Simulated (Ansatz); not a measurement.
Cubic perovskite LaAlO3 (cubic high-temperature phase) was calculated with r²SCAN+SOC (plane waves, PAW; Ansatz, an electronic-structure program).

Settings: plane-wave cutoff 560 eV, 10×10×10 k mesh, Fermi–Dirac smearing 0.01 eV, PAW data made under PBE.

The cell has the measured lattice: a = b = c = 3.8100 Å, α = β = γ = 90.00°.

Problem. Estimate the band gap and smallest direct gap on the k points sampled that the calculation returns.

Solution. 
* **band gap**: 3.97 eV (indirect)
* **smallest direct gap on the k points sampled**: 4.07 eV

Note: held by symmetry at 0 K, a high-temperature phase can be a saddle point; cell and atoms aren't relaxed at this level (pressure -3.7 GPa).

The computed numbers hold no vibrational or temperature effects.
